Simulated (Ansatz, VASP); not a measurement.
Sb: VASP beside Ansatz

Contents of INCAR:

```
SYSTEM = Sb
  PREC = Accurate
  ENCUT = 520
  EDIFF = 1E-8
  ISMEAR = -1
  SIGMA = 0.05
  LREAL = .False.
  LASPH = .True.
  NELM = 60
  ALGO = Normal
  ISIF = 2
  LWAVE = .False.
  LCHARG = .False.
  GGA = PS
  LEFG = .True.
  NBANDS = 12
```

File KPOINTS:

```
regular mesh
0
Gamma
  12 12 7
  0 0 0
```

Contents of POSCAR:

```
Sb
1.0
    3.3801929534      0.0000000000      0.0000000000
   -1.6900964767      2.9273329673      0.0000000000
    0.0000000000      0.0000000000      5.3477077713
Sb
2
Direct
    0.3333333333      0.6666666667      0.2500000000
    0.6666666667      0.3333333333      0.7500000000
```

Input for Ansatz:

```yaml
crystal:
  lattice:
    - [3.3801929534, 0.0, 0.0]
    - [-1.6900964767, 2.9273329673, 0.0]
    - [0.0, 0.0, 5.3477077713]
  atoms:
    - { symbol: Sb, position: [0.3333333333, 0.6666666667, 0.25] }
    - { symbol: Sb, position: [0.6666666667, 0.3333333333, 0.75] }
kpoints:
  mp_grid: { grid: [12, 12, 7] }
scf:
  occupations: { method: fermi_dirac, width: 0.05 }
hamiltonian:
  xc: pbesol
  pseudopotentials: { kind: all_electron, datasets: crystal }
output:
  forces: true
  stress: true
  eigenvalues: true
  efg: { contact_densities: true }
```

Change from the starting cell: volume scaled by 1.01, crystal datasets.

Alike in both runs: task electric field gradients; functional PBEsol; k mesh 12 × 12 × 7; occupations fermi-dirac, width 0.05 eV; no spin polarisation.

|  | VASP | Ansatz |
| --- | --- | --- |
| version | VASP 6.6.1 | Ansatz 0.2.0 |
| potentials or method | VASP PAW PBE potentials, release 64 (Sb) | all-electron PAW with datasets made for the crystal, scalar-relativistic |
| plane-wave cutoff (eV) | 520 | see its input |

```csv
,VASP,Ansatz,Ansatz less VASP
pressure (GPa),-0.8,-0.8,+0.02
largest component of the traceless stress (GPa),0.82,0.82,-0.001
Vzz of the field gradient on the site that differs most (V/Å²),21.2,22.9,+1.74
```

Ansatz ran all-electron here, so the differences hold the error of VASP's frozen core and of both bases. Ansatz warned: «gradients_without_spin_orbit».

Caveats: the PAW data sets were made with another functional, which shifts forces and pressure a little (VASP). The runs have no spin-orbit coupling, so splittings on Sb are missing.
